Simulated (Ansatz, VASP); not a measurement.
# YHf15O32 in two plane-wave programs, part 2 of 2

Wanted: the spread between two codes on one cell, functional and k mesh.  The structure shown is the end of the VASP relaxation below.

VASP 6.6.1 and Ansatz 0.2.0.

So far: The starting structure; VASP: relaxation, PBEsol.

## Step 3: Ansatz: single point, PBEsol

Level of this step: Ansatz beside VASP: Kohn-Sham DFT, plane waves, PBEsol (Ansatz).

Ansatz runs on its default PAW (the set named soft_2) files.

The same cell, functional, mesh and smearing now go to Ansatz, which takes its cutoff from its data sets.

input.yaml reads:

```yaml
crystal:
  lattice:
    - [-5.96735314, 5.15509311, 5.20139824]
    - [4.210368, -5.15509311, 5.15304292]
    - [5.96735314, 5.15509311, -5.20139824]
  atoms:
    - { symbol: "Y", position: [0.58699263, 0.49386588, 0.37102422] }
    - { symbol: Hf, position: [0.08332759, 0.99210575, 0.36933029] }
    - { symbol: Hf, position: [0.08237842, 0.49373267, 0.86841239] }
    - { symbol: Hf, position: [0.58186393, 0.99226657, 0.86919235] }
    - { symbol: Hf, position: [0.87631138, 0.76060004, 0.84302878] }
    - { symbol: Hf, position: [0.3754149, 0.2591013, 0.83924665] }
    - { symbol: Hf, position: [0.37743883, 0.75814153, 0.34141212] }
    - { symbol: Hf, position: [0.8760877, 0.2546239, 0.33908723] }
    - { symbol: Hf, position: [0.41815857, 0.5082472, 0.63175586] }
    - { symbol: Hf, position: [0.91870413, 0.00922873, 0.63407464] }
    - { symbol: Hf, position: [0.92022388, 0.50755291, 0.13431988] }
    - { symbol: Hf, position: [0.41834241, 0.0059969, 0.13353399] }
    - { symbol: Hf, position: [0.12676268, 0.24312362, 0.16284439] }
    - { symbol: Hf, position: [0.62508843, 0.74032525, 0.15904885] }
    - { symbol: Hf, position: [0.62589609, 0.242919, 0.66293101] }
    - { symbol: Hf, position: [0.1250943, 0.74300527, 0.66165149] }
    - { symbol: O, position: [0.49207181, 0.45638374, 0.1054698] }
    - { symbol: O, position: [0.99380454, 0.95403623, 0.11693934] }
    - { symbol: O, position: [0.99799617, 0.4549428, 0.61578277] }
    - { symbol: O, position: [0.49821707, 0.95577437, 0.617487] }
    - { symbol: O, position: [0.6603103, 0.79667539, 0.7907728] }
    - { symbol: O, position: [0.15927075, 0.29462946, 0.79036944] }
    - { symbol: O, position: [0.16171923, 0.79438155, 0.29495089] }
    - { symbol: O, position: [0.65996296, 0.27877522, 0.28367835] }
    - { symbol: O, position: [0.50361053, 0.54524522, 0.88186302] }
    - { symbol: O, position: [0.99706996, 0.04928494, 0.88613684] }
    - { symbol: O, position: [0.00200829, 0.54463671, 0.38533322] }
    - { symbol: O, position: [0.49992513, 0.046799, 0.38594663] }
    - { symbol: O, position: [0.32740199, 0.19000805, 0.19908752] }
    - { symbol: O, position: [0.84031476, 0.70376823, 0.20922791] }
    - { symbol: O, position: [0.83976043, 0.2077562, 0.70731866] }
    - { symbol: O, position: [0.33982277, 0.70559361, 0.70911329] }
    - { symbol: O, position: [0.8766798, 0.72924999, 0.6093159] }
    - { symbol: O, position: [0.36175837, 0.21307787, 0.59307118] }
    - { symbol: O, position: [0.36211969, 0.71504055, 0.09469728] }
    - { symbol: O, position: [0.86271266, 0.215158, 0.09518386] }
    - { symbol: O, position: [0.37043152, 0.5369726, 0.39934723] }
    - { symbol: O, position: [0.88151239, 0.03534169, 0.3976289] }
    - { symbol: O, position: [0.88364065, 0.53818933, 0.90281952] }
    - { symbol: O, position: [0.37831086, 0.03484001, 0.89677101] }
    - { symbol: O, position: [0.13893505, 0.28376231, 0.40753625] }
    - { symbol: O, position: [0.64048657, 0.79867205, 0.40817288] }
    - { symbol: O, position: [0.63918412, 0.28598555, 0.90763104] }
    - { symbol: O, position: [0.13793867, 0.7836339, 0.90663439] }
    - { symbol: O, position: [0.62505219, 0.46890391, 0.61696559] }
    - { symbol: O, position: [0.12084379, 0.96483131, 0.60197882] }
    - { symbol: O, position: [0.12096041, 0.46434227, 0.10149901] }
    - { symbol: O, position: [0.62011211, 0.95618482, 0.0968602] }
total_charge: -1
hamiltonian:
  xc: pbesol
  pseudopotentials: { kind: paw }
kpoints:
  mp_grid: { grid: [2, 2, 2] }
scf:
  occupations: { method: gaussian, width: 0.05 }
  n_extra_bands: 16
output:
  forces: true
  eigenvalues: true
```

Launch:

```
$ ansatz run input.yaml --threads 8 --pin off --max-ram 18432MiB --backend cpu --events-out ev --progress --plain --runs-dir out
```

Numbers of over 12 decimals in the logs are rounded to 6 here.

Output:

```text
scf.n_extra_bands = 16 over 297 filled bands (N_el = 594.0): the run solves 313 bands
Engine: ansatz 0.2.0, aarch64-unknown-linux-gnu
Pseudopotentials: kind: paw
Pseudopotential: Y, paw, valence charge 11, recommended cutoff 420 eV (normal), Y.paw.azcp
Pseudopotential: Hf, paw, valence charge 26, recommended cutoff 420 eV (normal), Hf.paw.azcp
Pseudopotential: O, paw, valence charge 6, recommended cutoff 420 eV (normal), O.paw.azcp
Functional definition: PBEsol
  exchange = pbesol_x
  correlation = pbesol_c
Crystal: 48 atoms, lattice volume = 542.830 Å³
Basis set: ecut = 420 eV, 10581 PW (Γ), exchange–correlation on 128×120×128 points (8 copies of the dense FFT grid, shifted against one another)
Bands: 313, of which v1, the nominal top of the filled ones, is band 297 counted from 1 (296 counted from 0)
Symmetry: 1 space group operations
Space group: P1 (ITA 1), of the structure as read, at distance tolerance 8.2e-5 Å
k-points: 8
Non-local potential: Y, projectors of the file, l = 0: 3, l = 1: 2, l = 2: 2, l = 3: 1
Non-local potential: Hf, projectors of the file, l = 0: 3, l = 1: 2, l = 2: 2, l = 3: 3
Non-local potential: O, projectors of the file, l = 0: 2, l = 1: 2, l = 2: 1
PAW form: soft (Blöchl's): semilocal exchange-correlation on the pseudo side does not see the compensation charge
PAW frozen core: Y, regenerated for the run's functional, and the local potential with it (the file was generated under x = pbe(κ = 0.804, μ = 0.219515), c = pbe(β = 0.066725))
PAW frozen core: Hf, regenerated for the run's functional, and the local potential with it (the file was generated under x = pbe(κ = 0.804, μ = 0.219515), c = pbe(β = 0.066725))
PAW frozen core: O, regenerated for the run's functional, and the local potential with it (the file was generated under x = pbe(κ = 0.804, μ = 0.219515), c = pbe(β = 0.066725))
PAW one-centre angular grid: Y, 590 points (default); XC on 64 Gauss nodes
PAW one-centre angular grid: Hf, 590 points (default); XC on 64 Gauss nodes
PAW one-centre angular grid: O, 110 points (default); XC on 64 Gauss nodes
Initial density: superposition of atomic densities (neutral atoms scaled as one to the charged cell's electrons: chi_scale 0, normalization atom), corrected by the library's trained network
Initial wavefunctions: pseudopotential atomic-orbital guess
Functional: x = pbesol(κ = 0.804, μ = 0.123457), c = pbesol(β = 0.046)
SCF iter   1: F=—  HF=-255785.358812 eV  |F-HF|=—  |Δ(HF+E_count)|=         —  Δρ=1.93e-2  dr2=1.48e0  ethr=1.77e-3  ⟨swp⟩=4.9  Hψ=8331  notcnv=0
preconditioner: auto → Resta (q_TF=auto, 2.770 Å⁻¹)  ε∞=6.4  [insulator: Δε(μ)=3.881 eV  Ē_g=16.237 eV  σ=0.050 eV  W_gap=1.00  n_scr=202 (ndim 8)  ℏωp=37.8 eV  f_vac=0.072  D(μ)=0.00/eV (n_scr^D=0)  ε∞_Penn≈6.4]
SCF iter   2: F=—  HF=-255784.924845 eV  |F-HF|=—  |Δ(HF+E_count)|=   4.34e-1  Δρ=4.51e-3  dr2=1.14e-1  ethr=2.48e-4  ⟨swp⟩=2.0  Hψ=5021  notcnv=0  defer=71
SCF iter   3: F=—  HF=-255784.894726 eV  |F-HF|=—  |Δ(HF+E_count)|=   3.01e-2  Δρ=2.26e-3  dr2=3.21e-2  ethr=1.91e-5  ⟨swp⟩=2.0  Hψ=2917  notcnv=0  defer=71
SCF iter   4: F=—  HF=-255784.888187 eV  |F-HF|=—  |Δ(HF+E_count)|=   6.54e-3  Δρ=6.23e-4  dr2=2.04e-3  ethr=5.41e-6  ⟨swp⟩=2.0  Hψ=4809  notcnv=0  defer=71
SCF iter   5: F=—  HF=-255784.889456 eV  |F-HF|=—  |Δ(HF+E_count)|=   1.27e-3  Δρ=3.98e-4  dr2=7.09e-4  ethr=3.43e-7  ⟨swp⟩=2.0  Hψ=4809  notcnv=0  defer=71
SCF iter   6: F=—  HF=-255784.888890 eV  |F-HF|=—  |Δ(HF+E_count)|=   5.66e-4  Δρ=1.07e-4  dr2=7.94e-5  ethr=1.19e-7  ⟨swp⟩=2.0  Hψ=4809  notcnv=0  defer=71
SCF iter   7: F=—  HF=-255784.888195 eV  |F-HF|=—  |Δ(HF+E_count)|=   6.94e-4  Δρ=5.99e-5  dr2=2.13e-5  ethr=1.34e-8  ⟨swp⟩=2.0  Hψ=4829  notcnv=0  defer=71
SCF iter   8: F=—  HF=-255784.888199 eV  |F-HF|=—  |Δ(HF+E_count)|=   3.53e-6  Δρ=3.04e-5  dr2=5.22e-6  ethr=3.59e-9  ⟨swp⟩=2.0  Hψ=4746  notcnv=0  defer=71
SCF iter   9: F=—  HF=-255784.888198 eV  |F-HF|=—  |Δ(HF+E_count)|=   5.19e-7  Δρ=8.41e-6  dr2=3.64e-7  ethr=8.80e-10  ⟨swp⟩=2.0  Hψ=4817  notcnv=0  defer=71
SCF iter  10: F=-255784.888198 eV  HF=-255784.888199 eV  |F-HF|=4.83e-8  |Δ(HF+E_count)|=   2.04e-7  Δρ=3.21e-6  dr2=5.35e-8  ethr=1.68e-11  ⟨swp⟩=10.0  Hψ=10811  notcnv=0
SCF 1 converged in 10 iterations: F = -255784.888198 eV  dr2 = 5.35e-8
  greatest PAW one-centre occupation: 0.999 electrons in one spin orbital (limit 2), on the Hf atom at site 5 (counted from 0), in its partial waves of l = 3
SCF converged after 10 iterations
Free energy (F): -255784.888198 eV
Harris-Foulkes:  -255784.888199 eV  (|F-HF|=4.83e-8)
Internal energy: -255784.888198 eV  (E = F + TS)
E sigma→0 (E₀):  -255784.888198 eV
Fermi energy:    16.127172 eV
--- Per-component energies (eV) ---
  E_band       = 120.067130
  E_kinetic    = 12286.974402
  E_local      = -94720.623783  (includes V_loc(G=0)·N_el)
  E_nonlocal   = -16952.159917
  E_hartree    = 43308.751677
  E_xc         = -6992.586061
  E_vxc        = -7212.278389  (∫ρ·V_xc dr)
  E_paw        = -109766.711828  (= ΣΔE_a)
  E_vpaw       = 20100.590970  (= ΣTr[D̂ρ^β])
  E_aug_tail   = 0.079276  (compensation charges beyond the density's cutoff)
  E_ewald      = -82968.656323
  E_core_change = 20.044360  (= ΣΔE_core)
  E_smearing   = -0.000000  (= −TS)
  E_closure    = 0.000000  (closes the sum)
  E_deformation_potential = -23.662892  (in the stress; not in F)
  Σ components = -255784.888198   (vs F -255784.888198, Δ=0.00e0)
--- Forces (eV/Å), atoms counted from 1 ---
  atom   1  Y      0.02830775     0.00567262     0.00028993
  atom   2  Hf    -0.04119970    -0.02025641     0.07806196
  atom   3  Hf    -0.05155697     0.04512159     0.06201766
  atom   4  Hf    -0.03393915     0.01994665     0.09261992
  atom   5  Hf     0.00144362     0.05565701    -0.07692716
  atom   6  Hf     0.00533799     0.03487337    -0.06607419
  atom   7  Hf     0.00405424     0.02274759    -0.12900671
  atom   8  Hf     0.01628429     0.01685723    -0.08787125
  atom   9  Hf     0.00652673    -0.00184757    -0.10057014
  atom  10  Hf    -0.00156914    -0.00636763    -0.08853820
  atom  11  Hf     0.03119043    -0.06342218    -0.08692415
  atom  12  Hf     0.07728097    -0.04501292    -0.03253111
  atom  13  Hf     0.02568815     0.00370053     0.08182225
  atom  14  Hf    -0.03235311    -0.02966251     0.05946376
  atom  15  Hf     0.04500276    -0.03092625     0.08820323
  atom  16  Hf    -0.00085555    -0.05531769     0.08661950
  atom  17  O      0.01416847     0.03318488    -0.06022142
  atom  18  O     -0.02006143    -0.01101024    -0.04681720
  atom  19  O     -0.02923575    -0.00662931    -0.04095308
  atom  20  O     -0.01972155    -0.00045317    -0.05550374
  atom  21  O      0.01921043    -0.00696521     0.05687221
  atom  22  O      0.01278413    -0.00201590     0.05012591
  atom  23  O      0.01303787     0.00826916     0.05327354
  atom  24  O      0.05188646    -0.02039581     0.05279257
[...]
atom  41  O      0.03397831     0.02868950     0.03713389
  atom  42  O     -0.00431895     0.06437064    -0.01813414
  atom  43  O      0.03107442     0.01147374     0.03524587
  atom  44  O      0.03018949     0.01112155     0.03829898
  atom  45  O     -0.07111638    -0.03808595     0.01129227
  atom  46  O     -0.03379145     0.02095580    -0.03224542
  atom  47  O     -0.03026258     0.02134749    -0.02350242
  atom  48  O     -0.05529810     0.02747260    -0.03527217
  max |Σ_I F_I| component: 6.44e-5 eV/Å
--- Band table (eV; the first three rows and the last of 8) ---
  k-point 0: bands = [... 293 lower, 13.7125, 13.7427, 13.9698, 14.1323, 18.4707, 18.5093, 18.6406, 18.8214, ... 12 higher]
  k-point 1: bands = [... 293 lower, 13.6799, 13.7582, 13.7931, 13.8486, 18.5296, 18.5620, 18.5964, 18.7014, ... 12 higher]
  k-point 2: bands = [... 293 lower, 13.7656, 13.7978, 14.0035, 14.0646, 18.3867, 18.4187, 18.7867, 18.8269, ... 12 higher]
  k-point 7: bands = [... 293 lower, 13.6995, 13.7090, 13.8072, 14.0405, 18.1220, 18.6845, 18.6854, 18.8095, ... 12 higher]
```

It took 37 s on 8 threads of Arm Neoverse N1, shared host; peak memory 5.9 GiB.

Reading the cycles: dr2 is the Hartree energy of the density residual (eV), the measure of convergence; HF is the Harris–Foulkes estimate of the energy, which meets the free energy F at convergence.

## Step 4: Differences

Known differences besides the PAW data sets themselves: the data sets hold 594 valence electrons in Ansatz (default PAW (the set named soft_2) files) and 264 in VASP; the cutoff is 420 eV in Ansatz and 400 eV in VASP (PREC = Normal, projectors in real space); Ansatz makes its cores anew for this functional, VASP keeps those of its PBE data sets. Total energies have different zeros and are not compared.

Compared:

| quantity | Ansatz | VASP | difference |
| --- | --- | --- | --- |
| gap on the k mesh (eV) | 3.990 | 3.922 | +0.067 |

At this near-relaxed geometry the largest component of a force difference is 114 meV/Å.

## Step 5: What moves the difference

The difference is large enough to ask for its cause, so further runs change the set-up of one program at a time, as the table lists.

| run | r.m.s. force difference (meV/Å) |
| --- | --- |
| as above | 41 |
| cores kept as stored, as VASP does, whose cores stay as stored | 41 |
| Ansatz's larger PAW set (cutoff 900 eV) | 42 |
| norm-conserving potentials (cutoff 1143 eV) | 53 |

## Step 6: Results

```json
{"r.m.s. force difference (single point, PBEsol)": "41 meV/Å", "difference in gap on the k mesh (single point, PBEsol)": "0.067 eV"}
```

**Reading.** The r.m.s. force difference is 41 meV/Å (single point, PBEsol), beyond the 12 meV/Å picked in this series as the mark of a large difference. For single point, PBEsol: no further run halves the r.m.s. force difference; only Ansatz's side was varied, and Ansatz's runs with other potentials lie closer to each other than to VASP, which for this quantity points to VASP's side; this was not tested here. Differences of this kind measure data sets and numerical settings, not the functional's error against experiment.

[Lines on the potential files, build, host, timing and source positions are cut from VASP's logs without a mark.]

[Logs are printed without paths, hosts, clocks, repeated set-up lines and the standing remarks that a program may print on its own settings, such as how far it seeks lower states.]

[Hosts, paths, dates, database ids (printed as entryN), source tags and the programs' standing remarks are cut or masked in the printed files.]
